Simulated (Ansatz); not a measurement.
# P: the cost of one run

Computed with Ansatz 0.2.0 (DFT PBE, scalar-relativistic, plane waves, PAW, unless a step's input says otherwise).

1 further run of the same task is left out (it didn't finish).

### 1 The system as given

The structure is cubic, space group Pm-3m (No. 221). Conventional cell: a = 2.445 Å, b = 2.445 Å, c = 2.445 Å, α = 90.00°, β = 90.00°, γ = 90.00°. P (site symmetry m-3m) is surrounded by 6 P at 2.44 to 2.45 Å.

Coordinates:

```cif
data_structure
_symmetry_space_group_name_H-M 'Pm-3m'
_symmetry_Int_Tables_number 221
_cell_length_a 2.4448
_cell_length_b 2.4448
_cell_length_c 2.4448
_cell_angle_alpha 90.000
_cell_angle_beta 90.000
_cell_angle_gamma 90.000
_cell_volume 14.61
loop_
_atom_site_label
_atom_site_type_symbol
_atom_site_symmetry_multiplicity
_atom_site_Wyckoff_symbol
_atom_site_fract_x
_atom_site_fract_y
_atom_site_fract_z
_atom_site_occupancy
P1 P 1 a 0.00000 0.00000 0.00000 1
```

The cell was relaxed beforehand at this level, from a generated guess; it is a trial structure. At a tolerance of 0.05 Å it has space group Pm-3m (No. 221); it has 14.61 Å³/atom, an uncorrected energy of +0.09 eV/atom over the standard state and, on its mesh, gap none (metal).

### 2 Point at V/V0 = 0.97

The input, input.yaml:

```yaml
crystal:
  lattice:
    - [2.4225798253, 0.0, 0.0]
    - [0.0, 2.4225798253, 0.0]
    - [0.0, 0.0, 2.4150090119]
  atoms:
    - { symbol: P, position: [0.0, 0.0, 0.5] }
basis:
  ecutwfc: 420
kpoints:
  mp_grid: { grid: [22, 22, 24] }
hamiltonian:
  xc: pbe
scf:
  occupations: { method: gaussian, width: 0.1 }
output:
  forces: true
  stress: true
  eigenvalues: true
relax:
  adjacent_minimum: "off"
  f_tol: 0.01
  max_steps: 30
  cell: { stress_tol: 0.1, fix: [volume] }
```

Launch:

```console
> ansatz run input.yaml --threads 1 --pin off --max-ram 2048MiB --backend cpu --events-out ev --progress --plain --runs-dir out
```

What time and memory should one allow on 1 thread of Intel Xeon Platinum 8375C at 2.90GHz (Ice Lake), shared host?

About 45 s, with a peak of 0.48 GiB.
